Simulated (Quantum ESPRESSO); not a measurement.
TiAl3: zone-centre phonons under several settings

```
Ti Al
1.0
    -1.91111    1.91111    4.28067
     1.91111   -1.91111    4.28067
     1.91111    1.91111   -4.28067
Ti Al
1 3
Direct
  0.00000 0.00000 0.00000
  0.25000 0.75000 0.50000
  0.75000 0.25000 0.50000
  0.50000 0.50000 0.00000
```

The cell comes from a database or a generator and needn't be the stable form of this composition.

All runs used Quantum ESPRESSO 7.5; potentials GBRV 1.5 PBE; k mesh 7 × 7 × 7; relaxed cell; no spin polarisation; cutoff 612 eV; occupations cold, width 0.2 eV.

| level | volume (Å³/atom) | lowest optical mode without the field (cm⁻¹) | highest optical mode without the field (cm⁻¹) |
| --- | --- | --- | --- |
| PBE | 15.91 | 196 | 346 |
| PBE+D2 | 15.68 | 179 | 348 |
| PBE+D3(BJ) | ? | ? | ? |
| rPW86PBE+rVV10 | 15.85 | 199 | 354 |
| rev-vdW-DF2 | 15.76 | 198 | 348 |

Question: What stands in the row left open?

Answer: Volume 15.27 Å³/atom; lowest optical mode without the field 210 cm⁻¹; highest optical mode without the field 366 cm⁻¹.

Caveats: pairwise dispersion overbinds metals, which lowers pressure and volume (some runs); the potentials were made for another functional, which shifts forces and pressure (some runs).

For the row left open. Caveat: the k mesh is coarse; pairwise dispersion overbinds metals, which lowers pressure and volume.
